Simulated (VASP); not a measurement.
# Si (a cell with a defect) in VASP: further runs, part 3 of 3

VASP 6.6.1.

## Step 6: Single point, PBEsol

The input, INCAR:

```
PREC     = Accurate       # precision mode
ENCUT    = 520            # plane-wave cutoff, eV
EDIFF    = 1E-7           # SCF threshold, eV
ISMEAR   = -1             # smearing method
SIGMA    = 0.05           # smearing width, eV
LREAL    = Auto         
LASPH    = True           # aspherical terms in the spheres
NELM     = 80             # most SCF steps
ALGO     = Fast           # electronic algorithm
ISIF     = 2              # what is computed and relaxed
LWAVE    = False          # write WAVECAR
LCHARG   = False          # write CHGCAR
GGA      = PS             # functional
NBANDS   = 48             # bands
```

The input, KPOINTS:

```
Automatic mesh
0
Gamma
  2 2 2
```

The input, POSCAR:

```
Si
1.0
    0.0000000000      5.4300000000      5.4300000000
    5.4300000000      0.0000000000      5.4300000000
    5.4300000000      5.4300000000      0.0000000000
Si
17
Direct
   -0.0218435543     -0.0223214549      0.0644019337
    0.1309160221      0.1300476980      0.1280793738
    0.0156134438      0.0140141805      0.5031740331
    0.1042127993      0.1037006446      0.6863091160
    0.0037538674      0.5016704420     -0.0092185083
    0.1309692449      0.6088856354      0.1279707182
    0.0157691529      0.4650479742      0.5030391344
    0.1338468692      0.6228761510      0.6183345304
    0.5024369245      0.0029244015     -0.0094395028
    0.6094109576      0.1304927256      0.1275328729
    0.4653357274      0.0150990792      0.5024902394
    0.6237335175      0.1329983425      0.6181911602
    0.5024657459      0.5019869245     -0.0094707182
    0.6319318600      0.6311519337      0.1036650092
    0.5076234807      0.5068733886      0.4764857274
    0.6236944751      0.6229788214      0.6181850829
    0.8412679558      0.8414230203      0.4735511971
```

Potentials or basis: VASP PAW PBE potentials, release 64 (Si).

On the command line:

```console
cat potpaw_PBE.64/Si/POTCAR > POTCAR
mpirun -np 1 vasp_std > vasp.out
```

OUTCAR:

```text
PREC = Accurate
   ENCUT = 520
   EDIFF = 1E-7
   ISMEAR = -1
   LREAL = Auto
   LASPH = True
   NELM = 80
   ISIF = 2
   GGA = PS

 ion  position               nearest neighbor table
   1  0.978  0.978  0.064-   2 2.35   6 2.35  10 2.35   4 2.37  17 2.57
   2  0.131  0.130  0.128-   9 2.33   5 2.33   1 2.35   3 2.36
   3  0.016  0.014  0.503-   4 2.30   2 2.36  17 2.45   8 2.46  12 2.46
   4  0.104  0.104  0.686-  11 2.30   7 2.30   3 2.30   1 2.37
   5  0.004  0.502  0.991-  14 2.33   6 2.33   2 2.33   8 2.34
   6  0.131  0.609  0.128-  13 2.33   5 2.33   1 2.35   7 2.36
   7  0.016  0.465  0.503-   4 2.30   6 2.36  17 2.44   8 2.46  16 2.47
   8  0.134  0.623  0.618-   5 2.34  15 2.35  17 2.44   3 2.46   7 2.46
   9  0.502  0.003  0.991-  14 2.33  10 2.33   2 2.33  12 2.34
  10  0.609  0.130  0.128-  13 2.33   9 2.33   1 2.35  11 2.35
  11  0.465  0.015  0.502-   4 2.30  10 2.35  17 2.44  12 2.46  16 2.47
  12  0.624  0.133  0.618-   9 2.34  15 2.35  17 2.43   3 2.46  11 2.46
  13  0.502  0.502  0.991-  14 2.33  10 2.33   6 2.33  16 2.33
  14  0.632  0.631  0.104-  13 2.33   9 2.33   5 2.33  15 2.34
  15  0.508  0.507  0.476-  14 2.34   8 2.35  12 2.35  16 2.35
  16  0.624  0.623  0.618-  13 2.33  15 2.35  17 2.43   7 2.47  11 2.47
  17  0.841  0.841  0.474-  16 2.43  12 2.43   8 2.44  11 2.44   7 2.44   3 2.45   1 2.57

  LATTYP: Found a face centered cubic cell.
 ALAT       =    10.8600000000

  Lattice vectors:

 A1 = (   0.0000000000,   5.4300000000,   5.4300000000)
 A2 = (   5.4300000000,   0.0000000000,   5.4300000000)
 A3 = (   5.4300000000,   5.4300000000,   0.0000000000)

Analysis of symmetry for initial positions (statically):
=====================================================================
 Subroutine PRICEL returns:
 Original cell was already a primitive cell.

 Routine SETGRP: Setting up the symmetry group for a
 face centered cubic supercell.

 Subroutine GETGRP returns: Found  1 space group operations
[... 155 lines left out ...]
   GGA     = PS    functional components
   LHFCALC =     F    Hartree Fock is set to
   AEXX    =    0.0000 exact exchange contribution
   IVDW    =     0    specifies the selected vdW correction
   LEPSILON=     F    determine dielectric tensor
   LRPA    =     F    only Hartree local field effects (RPA)
 non-spin polarized calculation
 RMM-DIIS sequential band-by-band and
  energy-cutoff  :      520.00
  volume of cell :      320.21
 maximum number of plane-waves:      8646
 NGX is ok and might be reduce to    60
   NGX = 29   NGY = 29   NGZ = 29

 number of electron      68.0000000 magnetization

 Free energy of the ion-electron system (eV)
  ---------------------------------------------------
  ext. energy  EPLUGINS =         0.00000000
  ---------------------------------------------------
  free energy    TOTEN  =       -93.69118500 eV

  energy without entropy =      -93.61240105  energy(sigma->0) =      -93.65179303

 E-fermi :   6.7104     XC(G=0):  -9.8212

 val. band max:        6.6490384053   @ k =   0.5000   0.0000   0.0000
 cond. band min:       6.7220828794   @ k =   0.5000   0.0000   0.5000
 fundamental gap:      0.0730444741
 Fermi energy:         6.7104394414

 k-point     1 :       0.0000    0.0000    0.0000
  band No.  band energies     occupation
      1      -6.3286      2.00000
      2      -3.9280      2.00000
      3      -3.6698      2.00000
      4      -3.6683      2.00000
      5      -3.4678      2.00000
      6      -2.8072      2.00000
[... 381 lines left out ...]
     45      10.1392      0.00000
     46      10.3167      0.00000
 [bands above 46 left out]

------------------------ aborting loop because EDIFF is reached ----------------------------------------

  FORCE on cell =-STRESS in cart. coord.  units (eV):
  Direction    XX          YY          ZZ          XY          YZ          ZX
  --------------------------------------------------------------------------------------
  -------------------------------------------------------------------------------------
  Total        5.3419325      5.3057833      5.3448538     -0.9254390      0.9260106      0.9261029
  in kB       26.7288022     26.5479265     26.7434192     -4.6305105      4.6333708      4.6338328
  external PRESSURE =      26.6733826 kB  Pullay stress =       0.0000000 kB

 VOLUME and BASIS-vectors are now :
 -----------------------------------------------------------------------------
  energy-cutoff  :      520.00
  volume of cell :      320.21
      direct lattice vectors                 reciprocal lattice vectors
     0.000000000  5.430000000  5.430000000    -0.092081031  0.092081031  0.092081031
     5.430000000  0.000000000  5.430000000     0.092081031 -0.092081031  0.092081031
     5.430000000  5.430000000  0.000000000     0.092081031  0.092081031 -0.092081031

 POSITION                                       TOTAL-FORCE (eV/Angst)
 -----------------------------------------------------------------------------------
      5.65850      5.66109     10.62018         0.001410      0.001795     -0.002546
      1.40163      1.40634      1.41703        -0.001033     -0.002107      0.001206
      2.80833      2.81702      0.16088         0.002531     -0.000534     -0.001095
      4.28975      4.29253      1.12897         0.002825      0.001890     -0.005517
      8.10401      5.40033      2.74445         0.000361     -0.001313      0.000005
      4.00113      1.40604      4.01741        -0.000212     -0.001159      0.000935
[... 9 lines left out ...]
      6.73952      6.74341      6.76944        -0.001883     -0.001585     -0.002517
      7.14031      7.13947      9.13701        -0.003748      0.002618      0.008575
 -----------------------------------------------------------------------------------
    total drift:                                0.004677      0.001852      0.011569

  FREE ENERGIE OF THE ION-ELECTRON SYSTEM (eV)
  ---------------------------------------------------
  free  energy   TOTEN  =       -93.6911850017 eV

  energy  without entropy=      -93.6124010495  energy(sigma->0) =      -93.65179303
```

stdout:

```text
POSCAR found type information on POSCAR Si
 POSCAR found :  1 types and      17 ions
 scaLAPACK will be used
 -----------------------------------------------------------------------------
|                                                                             |
|                                                                             |
|     You enforced a specific xc type in the INCAR file but a different       |
|     I HOPE YOU KNOW WHAT YOU ARE DOING!                                     |
|                                                                             |
 -----------------------------------------------------------------------------

 LDA part: xc-table for (Slater+PW92), standard interpolation
 POSCAR, INCAR and KPOINTS ok, starting setup
 FFT: planning ... GRIDC
 FFT: planning ... GRID_SOFT
 FFT: planning ... GRID
 WAVECAR not read
 entering main loop
```

Wall time 3.5 min (1 thread of AMD EPYC 9R45 (Zen 5), shared host); peak memory 0.43 GiB.

Results:

* Free energy: -93.6912 eV
* Pressure: 2.7 GPa
* Largest force: 0.010 eV/Å
* Band gap on the k mesh: none (metal or under the smearing width)

Forces in eV/Å, atoms in the order of the input:
```
Si   0.001  0.002 -0.003
Si  -0.001 -0.002  0.001
Si   0.003 -0.001 -0.001
Si   0.003  0.002 -0.006
Si   0.000 -0.001  0.000
Si   0.000 -0.001  0.001
Si   0.002 -0.002 -0.003
Si  -0.001  0.002  0.000
Si  -0.001 -0.001 -0.001
Si   0.000  0.000  0.000
Si   0.000  0.004  0.000
Si   0.002 -0.002  0.001
Si   0.001  0.000  0.001
Si  -0.001  0.000  0.000
Si  -0.001 -0.001  0.003
Si  -0.002 -0.002 -0.003
Si  -0.004  0.003  0.009
```

Levels at points of the mesh, in eV from the Fermi level:
| k point | band 31 | band 32 | band 33 | band 34 | band 35 | band 36 | band 37 | band 38 |
| --- | --- | --- | --- | --- | --- | --- | --- | --- |
| (0.00, 0.00, 0.00) | -1.04 | -0.69 | -0.69 | -0.48 | -0.08 | -0.07 | 0.17 | 0.17 |
| (0.50, 0.00, 0.00) | -1.35 | -1.32 | -0.93 | -0.06 | 0.07 | 0.71 | 0.87 | 0.96 |
| (0.00, 0.50, 0.00) | -1.35 | -1.31 | -0.93 | -0.07 | 0.07 | 0.71 | 0.87 | 0.96 |
| (0.00, 0.00, 0.50) | -1.38 | -1.27 | -1.27 | -0.27 | 0.36 | 0.37 | 1.11 | 1.11 |
| (0.50, 0.50, 0.50) | -1.35 | -1.31 | -0.93 | -0.07 | 0.07 | 0.71 | 0.87 | 0.96 |
| (0.50, 0.50, 0.00) | -1.87 | -1.70 | -0.81 | 0.01 | 0.42 | 1.24 | 1.39 | 1.47 |
| (0.00, 0.50, 0.50) | -1.87 | -1.70 | -0.81 | 0.01 | 0.42 | 1.24 | 1.39 | 1.47 |
| (0.50, 0.00, 0.50) | -1.88 | -1.70 | -0.81 | 0.01 | 0.42 | 1.24 | 1.39 | 1.47 |

Caveat: the k mesh is coarse (spacing up to 0.50 Å⁻¹), so the values aren't converged; the PAW data sets were made with another functional, which shifts forces and pressure a little.
